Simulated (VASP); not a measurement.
Here is a VASP 6.6.1 calculation.

The input INCAR:

```
PREC     = Accurate       # precision mode
ENCUT    = 600            # plane-wave cutoff, eV
EDIFF    = 1E-7           # SCF threshold, eV
ISMEAR   = 0              # smearing method
SIGMA    = 0.03           # smearing width, eV
LREAL    = F              # projectors in reciprocal space
LASPH    = T              # aspherical terms in the spheres
NELM     = 80             # most SCF steps
ALGO     = Normal         # electronic algorithm
ISIF     = 3              # what is computed and relaxed
LWAVE    = F              # write WAVECAR
LCHARG   = F              # write CHGCAR
GGA      = PS             # functional
IBRION   = 2              # ionic algorithm
NSW      = 90             # ionic steps
EDIFFG   = -0.005         # ionic threshold
KPAR     = 4
```

KPOINTS

```
Automatic mesh
0
Gamma
  10 10 10
```

POSCAR

```
Sn                                      
1.0
    0.0000000000      3.2685833779      3.2685833779
    3.2685833779      0.0000000000      3.2685833779
    3.2685833779      3.2685833779     -0.0000000000
  Sn            
     2
Direct
     0.0000000000000000    0.0000000000000000    0.0000000000000000
     0.2500000000000000    0.2500000000000000    0.2500000000000000
```

Potentials or basis: VASP PAW PBE potentials, release 64 (Sn_d).

The run is started by

```bash
$ cat potpaw_PBE.64/Sn_d/POTCAR > POTCAR
$ mpirun -np 4 vasp_std > vasp.out
```

(1) Estimate the band gap on the k mesh.

Answers

(1) none (metal or under the smearing width).

Caveat: the relaxation stopped at its first step, so nothing moved.
